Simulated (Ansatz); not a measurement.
BaO

```yaml
crystal:
  lattice:
    - [0.00000, 2.75000, 2.75000]
    - [2.75000, 0.00000, 2.75000]
    - [2.75000, 2.75000, 0.00000]
  atoms:
    - { symbol: Ba, position: [0.00000, 0.00000, 0.00000] }
    - { symbol: O, position: [0.50000, 0.50000, 0.50000] }
```

Atoms are numbered in the order listed.

The cell comes from COD entry 5910030, which wasn't checked; take it as a given geometry. It differs from other determinations.

Spin–orbit coupling is left out, though it moves levels of the heavy atoms by tenths of an eV or more.

Methods: DFT, LDA, all-electron LAPW, scalar-relativistic (Ansatz 0.2.0); DFT, LDA, PAW with Ansatz's default frozen-core files, scalar-relativistic (Ansatz 0.2.0).

For LAPW: a Γ-centred 8×8×8 k mesh, Fermi–Dirac smearing of 0.02 eV, basis error target 0.5 meV/atom, no spin polarisation. PAW takes a cutoff of 420 eV at this cell (files made with PBE, cores remade for this functional). The Ansatz runs share mesh, smearing and spin set-up. Values come from LAPW unless marked.

* Löwdin charges (with 0.37 e of the cell spilling out of the atomic basis, so their sizes and signs hang on that basis): Ba1 1.68, O2 -1.32 e
* Volume per atom: 20.80 Å³

Give the computed value. Band gap.

1.83 eV, direct at X (0.5, 0, 0.5).

Give the computed value. Bader charges (from the PAW run).

Ba1 +1.42, O2 -1.42 e.

Pressure at this cell: what does the calculation give?

-2.85 GPa.
